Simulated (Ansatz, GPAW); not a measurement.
# Geometry or basis: what sets the conductance of decane-1,10-dithiol between two Al chains, part 4 of 5

Aim: the conductance of decane-1,10-dithiol between two Al chains after relaxation, and whether geometry, basis or functional moves it most.

GPAW 26.7.0 and Ansatz 0.2.0; Ansatz plane waves; relaxation of the junction with the lead ends held (the session's first sound run).

So far, conductance (G₀): step 3 (plane waves, PBE) 1.9e-9; step 4 (double-zeta polarised basis, PBE, GPAW) 1.1e-9; step 5 (single-zeta polarised basis, PBE, GPAW) 6.1e-10; step 6 (GPAW, sz: basis = "sz(dzp)", PBE, GPAW) 5.0e-10; step 7 (LDA in the dzp basis: xc = "LDA") 1.6e-9. Also open channels of the lead at the Fermi level (one spin): 2 in steps 3, 4 and 6.

## Step 8: Without the relaxation: geometry = "as built"

Level of this step: GPAW LCAO, PAW setups; Landauer transmission from Green's functions with principal layers (ASE), zero bias (GPAW).

The dzp basis with PBE on the structure as first built shows what the relaxation was worth.

File run.py:

```python
import json
import numpy as np
from ase import Atoms
from ase.transport.calculators import TransportCalculator
from gpaw import GPAW, FermiDirac
from gpaw.lcao.tools import get_lcao_hamiltonian
from scipy.linalg import eigh

# The junction with lead layers at both ends, along the third cell vector
device = Atoms(
    ['Al', 'Al', 'Al', 'Al', 'Al', 'Al', 'Al', 'S', 'H', 'C', 'H', 'H', 'C', 'H', 'H', 'C', 'H', 'H', 'H', 'C', 'C', 'H', 'H', 'H', 'C', 'H', 'H', 'C', 'H', 'H', 'C', 'H', 'H', 'C', 'H', 'H', 'C', 'H', 'S', 'Al', 'Al', 'Al', 'Al', 'Al', 'Al', 'Al'],
    positions=[
        [6.36589, 5.27488, 1.20000],
        [6.36589, 5.27488, 3.60000],
        [6.36589, 5.27488, 6.00000],
        [6.36589, 5.27488, 8.40000],
        [6.36589, 5.27488, 10.80000],
        [6.36589, 5.27488, 13.20000],
        [6.36589, 5.27488, 15.60000],
        [4.70971, 4.16427, 16.52931],
        [4.03600, 6.09690, 17.77923],
        [4.20147, 5.04516, 18.03369],
        [3.25000, 4.62456, 18.37441],
        [6.21748, 5.33014, 18.76864],
        [5.26551, 4.91406, 19.12128],
        [5.43111, 3.85404, 19.34519],
        [4.59760, 6.69025, 20.14068],
        [4.83582, 5.64961, 20.39438],
        [3.91516, 5.20247, 20.78875],
        [6.83666, 6.09193, 21.08696],
        [6.53951, 3.60567, 21.28265],
        [5.91050, 5.66197, 21.48689],
        [6.19343, 4.27745, 22.07602],
        [5.56577, 6.33416, 22.28050],
        [5.26710, 3.84687, 22.47490],
        [8.18730, 4.73922, 22.77673],
        [7.26687, 4.29040, 23.16959],
        [7.50649, 3.25000, 23.42272],
        [6.66605, 6.08440, 24.22595],
        [6.83449, 5.02360, 24.44138],
        [5.88492, 4.60887, 24.80040],
        [8.84532, 5.31108, 25.17826],
        [7.89439, 4.90015, 25.53880],
        [8.06521, 3.84112, 25.76762],
        [7.29644, 6.69417, 26.57554],
        [7.46720, 5.63619, 26.81161],
        [6.51455, 5.22123, 27.16435],
        [9.48139, 5.92916, 27.55893],
        [8.53026, 5.50729, 27.89900],
        [8.69718, 4.45577, 28.15346],
        [8.01979, 6.38849, 29.40225],
        [6.36589, 5.27488, 30.33203],
        [6.36589, 5.27488, 32.73203],
        [6.36589, 5.27488, 35.13203],
        [6.36589, 5.27488, 37.53203],
        [6.36589, 5.27488, 39.93203],
        [6.36589, 5.27488, 42.33203],
        [6.36589, 5.27488, 44.73203]],
    cell=[[12.73178, 0.0, 0.0], [0.0, 10.54975, 0.0], [0.0, 0.0, 45.93203]],
    pbc=True)

# One principal layer of the lead: the first 4 atoms of the device
lead = Atoms(
    ['Al', 'Al', 'Al', 'Al'],
    positions=[
        [6.36589, 5.27488, 1.20000],
        [6.36589, 5.27488, 3.60000],
        [6.36589, 5.27488, 6.00000],
        [6.36589, 5.27488, 8.40000]],
    cell=[[12.73178, 0.0, 0.0], [0.0, 10.54975, 0.0], [0.0, 0.0, 9.6]],
    pbc=True)

settings = dict(mode='lcao', basis='dzp', xc='PBE', h=0.2,
                occupations=FermiDirac(0.1), maxiter=250,
                mixer=dict(beta=0.1, nmaxold=8, weight=100.0),
                convergence=dict(density=0.0001))
energies = np.arange(-2, 2 + 1e-9, 0.025)
eta = 0.0001
n1, n2 = 1, 1
# k and -k transmit alike, so half of the mesh across the current serves
mesh = [(i, j) for i in range(n1) for j in range(n2) if (i, j) <= (-i % n1, -j % n2)]
weights = np.array([1 if (i, j) == (-i % n1, -j % n2) else 2 for i, j in mesh]) / (n1 * n2)

# [... helper functions left out ...]
fermi_lead = ground_state(lead, (1, 1, 12), 'lead.txt')
fermi_device = ground_state(device, (1, 1, 2), 'device.txt')
# [... loop over the mesh left out, but for ...]
        # Shift the lead onto the potential of the device's first layer
        shift = ((H[:, 0, 0] - H0[:, 0, 0]) / S0[0, 0]).real.mean()
# [...]
kT = 8.617333e-5 * 300
bias = [0.1, 0.2, 0.5, 1.0, 1.5, 2.0]
# [... integrals and printing left out ...]
```

On the command line:

```bash
OMP_NUM_THREADS=1 OPENBLAS_NUM_THREADS=1 python run.py
```

Numbers of over 12 decimals in the logs are rounded to 6 here.

The program printed:

```text
basis functions: device 438, principal layer 52
Fermi level: lead -3.5460 eV, device -3.2679 eV; lead shifted by 0.0047 eV
largest coupling past the next layer 1.70e-15 eV, largest misfit of the first layer 0.021 eV
  E-E_F (eV)   T (one spin)  channels
    -2.000    4.7701e-03    1.0000
    -1.975    1.5295e-04    1.0000
    -1.950    5.5932e-07    1.0000
[...]
1.975    7.2966e-07    3.0000
     2.000    7.4260e-07    3.0000
conductance at 300 K: 7.5415e-06 G0 a cell; thermopower 48.16 uV/K
current from the zero-bias T(E) at 0.1 V: 5.8312e-05 uA
current from the zero-bias T(E) at 0.2 V: 0.00011512 uA
current from the zero-bias T(E) at 0.5 V: 0.00023695 uA
current from the zero-bias T(E) at 1.0 V: 0.00026958 uA
current from the zero-bias T(E) at 1.5 V: 0.00026981 uA
current from the zero-bias T(E) at 2.0 V: 0.00027183 uA
```

The job ended after 7.5 min (1 thread of Arm Neoverse N1, shared host; peak memory 2.1 GiB).

This step gave:

* conductance: 7.54e-6 G₀
* thermopower: 48.16 μV/K
* largest coupling past the next principal layer: 1.70e-15 eV
* largest misfit of the first principal layer: 0.02094 eV
* shift that aligns the lead: 0.004720 eV
* transmission at the Fermi level (one spin): 7.55e-6

The conductance, 7.5e-6 G₀, lies a factor of 6946 above that of the dzp run.

## Step 9: The ladder

Times are wall times on the hardware named with each run. The series side by side:

| no. | run | conductance (G₀) | time | memory (GiB) |
| --- | --- | --- | --- | --- |
| 1 | pw PBE | 1.85e-9 | 6.2 h | 6.9 |
| 2 | dzp | 1.09e-9 | 6.4 min | 2.1 |
| 3 | szp | 6.14e-10 | 5.5 min | 2.1 |
| 4 | sz | 4.98e-10 | 3.1 min | 1.9 |
| 5 | dzp LDA | 1.60e-9 | 6.3 min | 2.1 |
| 6 | asbuilt | 7.54e-6 | 7.5 min | 2.1 |

## Step 10: Comparison

The curves are compared point by point over the common energies.

This step: comparison of transmission and cost over codes, levels and geometry (GPAW 26.7.0).

Ladder, by row:

| step | code | T at the Fermi level (sum over the listed spins) | conductance (G0) | r.m.s. T(E) from the first | wall time (s) | peak memory (GiB) | threads |
| --- | --- | --- | --- | --- | --- | --- | --- |
| pw-pbe | Ansatz | 1.83e-9 | 1.85e-9 | 0 | 22220 | 6.91 | 4 |
| dzp | GPAW | 1.07e-9 | 1.09e-9 | 3.28e-6 | 384.7 | 2.12 | 1 |
| szp | GPAW | 6.00e-10 | 6.14e-10 | 8.42e-6 | 329.1 | 2.09 | 1 |
| sz | GPAW | 4.93e-10 | 4.98e-10 | 8.71e-6 | 186.9 | 1.93 | 1 |
| dzp-LDA | GPAW | 1.58e-9 | 1.60e-9 | 3.07e-6 | 375.8 | 2.12 | 1 |
| asbuilt | GPAW | 7.55e-6 | 7.54e-6 | 3.76e-4 | 450.3 | 2.12 | 1 |

The transmission, zone mean, sum over the listed spins by energy, zero at the Fermi level:

| energy (eV) | pw-pbe | dzp | szp | sz | dzp-LDA | asbuilt |
| --- | --- | --- | --- | --- | --- | --- |
| -2.000 | 3.9e-8 | 1.1e-7 | 7.4e-8 | 1.1e-7 | 2.6e-7 | 0.00477 |
| -1.925 | 5.2e-6 | 8.8e-9 | 2.7e-6 | 1.1e-5 | 2.5e-7 | 1.4e-9 |
| -1.900 | 2.1e-5 | 6.3e-6 | 3.7e-7 | 1.3e-7 | 1.6e-8 | 1.6e-8 |
| -1.800 | 3.6e-6 | 2.7e-6 | 9.5e-8 | 4.1e-7 | 2.6e-6 | 1.3e-9 |
| -1.725 | 6.1e-6 | 4.9e-6 | 4.9e-7 | 1.6e-5 | 5.4e-6 | 3.5e-12 |
| -1.700 | 7.9e-6 | 6.6e-6 | 8.2e-7 | 1.2e-10 | 7.6e-6 | 7.2e-11 |
| -1.625 | 2.3e-5 | 2.1e-5 | 2.9e-6 | 9.1e-15 | 2.6e-5 | 3.5e-10 |
| -1.600 | 3.6e-5 | 3.3e-5 | 2.5e-6 | 2.9e-15 | 4.0e-5 | 4.0e-10 |
| -1.575 | 5.3e-5 | 4.3e-5 | 1.5e-6 | 1.2e-15 | 5.0e-5 | 4.3e-10 |
| -1.550 | 6.1e-5 | 3.7e-5 | 8.6e-7 | 5.4e-16 | 4.1e-5 | 4.4e-10 |
| -1.500 | 2.4e-5 | 1.1e-5 | 2.6e-7 | 1.6e-16 | 1.3e-5 | 4.2e-10 |
| -1.400 | 1.7e-6 | 8.1e-7 | 1.5e-8 | 3.0e-17 | 1.1e-6 | 2.7e-10 |
| -1.300 | 9.8e-8 | 2.1e-8 | 6.5e-16 | 1.1e-17 | 4.4e-8 | 2.4e-11 |
| -1.200 | 0 | 1.1e-15 | 4.3e-17 | 6.5e-18 | 2.1e-15 | -1.5e-18 |
| -1.100 | 0 | 7.4e-17 | 8.3e-18 | 7.3e-18 | 1.4e-16 | -1.0e-18 |
| -1.000 | 0 | 8.4e-18 | 2.0e-18 | 4.4e-17 | 1.8e-17 | -5.5e-19 |
| -0.900 | 0 | -1.8e-20 | 1.2e-20 | 8.6e-18 | 5.3e-20 | -3.4e-19 |
| -0.800 | 0 | 5.4e-17 | 4.3e-16 | 1.0e-18 | 7.6e-17 | -2.4e-19 |
| -0.700 | 0 | 1.5e-10 | 5.3e-16 | 3.1e-19 | 7.3e-12 | -1.6e-19 |
| -0.600 | 0 | 8.6e-17 | 4.9e-18 | 1.8e-19 | 1.4e-16 | 1.7e-19 |
| -0.500 | 0 | 7.7e-18 | 9.5e-19 | 4.6e-19 | 1.2e-17 | 9.5e-18 |
| -0.400 | 0 | 9.9e-17 | 2.5e-18 | 2.7e-16 | 9.8e-17 | 5.3e-13 |
| -0.300 | 7.2e-10 | 4.5e-10 | 2.0e-10 | 4.7e-10 | 5.8e-10 | 2.8e-6 |
| -0.200 | 1.1e-9 | 6.7e-10 | 3.0e-10 | 5.1e-10 | 9.3e-10 | 8.2e-6 |
| -0.100 | 1.5e-9 | 8.7e-10 | 4.4e-10 | 5.1e-10 | 1.3e-9 | 1.2e-5 |
| 0.000 | 1.8e-9 | 1.1e-9 | 6.0e-10 | 4.9e-10 | 1.6e-9 | 7.5e-6 |
| 0.100 | 2.3e-9 | 1.4e-9 | 8.9e-10 | 5.2e-10 | 2.1e-9 | 2.8e-6 |
| 0.200 | 3.1e-9 | 2.0e-9 | 1.4e-9 | 6.4e-10 | 3.0e-9 | 9.4e-7 |
| 0.300 | 4.3e-9 | 2.9e-9 | 2.5e-9 | 9.1e-10 | 4.5e-9 | 3.2e-7 |
| 0.400 | 6.3e-9 | 4.5e-9 | 4.5e-9 | 1.4e-9 | 7.1e-9 | 9.8e-8 |
| 0.500 | 9.1e-9 | 7.0e-9 | 8.6e-9 | 2.3e-9 | 1.1e-8 | 2.0e-8 |
| 0.600 | 1.3e-8 | 1.1e-8 | 1.7e-8 | 3.6e-9 | 1.8e-8 | 1.6e-9 |
| 0.700 | 1.8e-8 | 1.6e-8 | 3.1e-8 | 6.4e-9 | 2.7e-8 | 1.0e-8 |
| 0.800 | 2.3e-8 | 2.3e-8 | 5.3e-8 | 1.0e-8 | 3.6e-8 | 3.6e-8 |
| 0.900 | 2.7e-8 | 2.8e-8 | 9.3e-8 | 1.5e-8 | 5.7e-8 | 8.2e-8 |
| 1.000 | 4.8e-8 | 4.8e-8 | 1.5e-7 | 2.2e-8 | 9.5e-8 | 2.7e-7 |
| 1.100 | 7.3e-8 | 8.0e-8 | 2.2e-7 | 3.1e-8 | 1.5e-7 | 3.5e-7 |
| 1.200 | 1.0e-7 | 1.2e-7 | 3.1e-7 | 4.3e-8 | 2.1e-7 | 4.0e-7 |
| 1.300 | 1.3e-7 | 1.7e-7 | 4.0e-7 | 5.6e-8 | 2.8e-7 | 4.5e-7 |
| 1.400 | 1.6e-7 | 2.3e-7 | 4.7e-7 | 7.1e-8 | 3.5e-7 | 4.9e-7 |
| 1.500 | 1.8e-7 | 2.8e-7 | 5.2e-7 | 8.8e-8 | 4.1e-7 | 5.3e-7 |
| 1.600 | 2.0e-7 | 3.1e-7 | 5.4e-7 | 1.1e-7 | 4.5e-7 | 5.7e-7 |
| 1.700 | 2.3e-7 | 3.5e-7 | 5.5e-7 | 1.3e-7 | 4.8e-7 | 6.1e-7 |
| 1.800 | 2.6e-7 | 3.8e-7 | 5.6e-7 | 1.6e-7 | 5.1e-7 | 6.5e-7 |
| 1.900 | 3.2e-7 | 4.2e-7 | 5.8e-7 | 2.0e-7 | 5.6e-7 | 6.9e-7 |
| 2.000 | 4.2e-7 | 4.9e-7 | 6.3e-7 | 2.5e-7 | 6.7e-7 | 7.4e-7 |

(Continued in part 5 of 5.)

[Logs are printed without paths, hosts, clocks, repeated set-up lines and the standing remarks that a program may print on its own settings, such as how far it seeks lower states.]

[Hosts, paths, dates, database ids (printed as entryN), source tags and the programs' standing remarks are cut or masked in the printed files.]
